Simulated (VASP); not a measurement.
S, 1 atom in the cell. It takes space group R-3m (No. 166, trigonal). Conventional cell: a = 3.277 Å, b = 3.277 Å, c = 2.584 Å, α = 90.00°, β = 90.00°, γ = 120.00°. S (site symmetry -3m) has 6 S at 2.08 Å as nearest neighbours. This isn't the form of S at room conditions, which is orthorhombic, of S8 rings.

| Property | Result |
| --- | --- |
| Program | VASP 6.6.1 |
| Task | relaxation of cell and atoms |
| Functional | PBE |
| Potentials or basis | VASP PAW PBE potentials, release 64 (S) |
| Cutoff | 520 eV |
| k mesh | 22 × 22 × 22 |
| Occupations | gaussian, width 0.1 eV |
| Spin | no spin polarisation |
| Further INCAR settings | ALGO = Normal; EDIFF = 1e-06; IBRION = 2; EDIFFG = -0.01; NSW = 90; ISIF = 3 |

Potentials or basis: VASP PAW PBE potentials, release 64 (S).

Launch:

```console
$ cat potpaw_PBE.64/S/POTCAR > POTCAR
$ mpirun -np 1 vasp_std > vasp.out
```

Hardware: 1 thread of Intel(R) Xeon(R) Platinum 8488C (Sapphire Rapids), on a shared host.

Task: How long does it take, and how much memory?

Result: Run time: 2.1 min on 1 thread of Intel(R) Xeon(R) Platinum 8488C (Sapphire Rapids), with other jobs on the host, peak memory 0.15 GiB. Counts: scf iterations 102, k points 1024, ion steps 15.
